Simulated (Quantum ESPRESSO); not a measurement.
## MoS2 under changes of volume

One of the cells (17.864 Å³/atom); the others are scaled copies at fixed shape and fractional positions:

```
CELL_PARAMETERS angstrom
3.16900 0.00000 0.00000
-1.58450 2.74443 0.00000
0.00000 0.00000 12.32400
ATOMIC_POSITIONS crystal
Mo 0.66667 0.33333 0.75000
Mo 0.33333 0.66667 0.25000
S 0.66667 0.33333 0.37700
S 0.33333 0.66667 0.87700
S 0.66667 0.33333 0.12300
S 0.33333 0.66667 0.62300
```

* Program: Quantum ESPRESSO 7.5
* Functional: PBEsol
* Potentials or basis: GBRV 1.5 PBEsol
* Cutoff: 612 eV
* Density cutoff: 4898 eV
* k mesh: 10 × 10 × 3
* Occupations: fermi-dirac, width 0.05 eV
* Spin: no spin polarisation

```csv
volume (Å³/atom),energy over the lowest point (meV/atom),pressure (GPa),gap on the mesh (eV),largest force (eV/Å)
16.792,14.95,6.9,0.81,0.734
17.149,3.49,3.1,0.84,0.351
17.507,0.00,-0.3,0.86,0.003
17.864,3.67,-3.3,0.88,0.329
18.221,?,?,?,?
18.578,29.54,-8.4,0.92,0.911
18.936,50.48,-10.6,0.93,1.169
```

Question: What does the run at 18.221 Å³/atom give?

Answer: Energy over the lowest point 13.74 meV/atom; pressure -6.0 GPa; gap on the mesh 0.90 eV; largest force 0.631 eV/Å.

Worked out: A Birch-Murnaghan fit of order 3 (a polynomial in V^(-2/3)) to the other rows has its minimum at 17.49 Å³/atom with B0 = V·E''(V) = 157 GPa and B' = 4.5 at fixed shape and positions, which overstates the stiffness. It gives 13.75 meV/atom at 18.221 Å³/atom, against the run's 13.74, and -dE/dV = -5.8 GPa, against -6.0. A straight line through the other rows of the gap, of slope 0.995 eV per unit of ln V, gives 0.90 eV, against the run's 0.90.

Energies are extrapolated to zero smearing.

Caveats: an odd mesh through Γ misses points on the zone boundary, where band edges often lie; this functional lacks dispersion, which binds the layers, so the pressure and a relaxed spacing across them are unreliable; forces of over 1 eV/Å show positions far from the minimum, so gaps and moduli don't describe the material at rest (some runs). Spin-orbit coupling on Mo is left out.
